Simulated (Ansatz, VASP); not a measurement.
## One calculation of CoSi2, two programs

```
CELL_PARAMETERS angstrom
0.00000 2.65232 2.65232
2.65232 0.00000 2.65232
2.65232 2.65232 0.00000
ATOMIC_POSITIONS crystal
Co 0.00000 0.00000 0.00000
Si 0.25000 0.25000 0.25000
Si 0.75000 0.75000 0.75000
```

Alike in both runs: functional PBE; dispersion D3(BJ); k mesh 14 × 14 × 14; occupations gaussian, width 0.1 eV; no spin polarisation.

Ansatz relaxed the structure, and its values are those at the end. VASP's run is a single point on that final structure, the one shown.

```csv
,VASP,Ansatz
version,VASP 6.6.1,Ansatz 0.2.0
potentials or method,"VASP PAW PBE potentials, release 64 (Co, Si)","scalar-relativistic, plane waves, PAW"
plane-wave cutoff (eV),520,420
valence electrons in the cell,17,25
```

Ansatz gave:

```
gap on the k mesh at the Fermi level (eV) : none
pressure (GPa)                            : 0.0
```

Q: What did VASP give for the same quantities?

A: gap on the k mesh at the Fermi level (eV): none; pressure (GPa): -0.2.

A gap of «none» marks a metal or a gap that the smearing closes. The two sets of potentials don't hold the same shells in valence.

Caveats: pairwise dispersion overbinds metals, which lowers pressure and volume. Spin polarisation is off, so any magnetic state and its effect on volume and gap are missing.
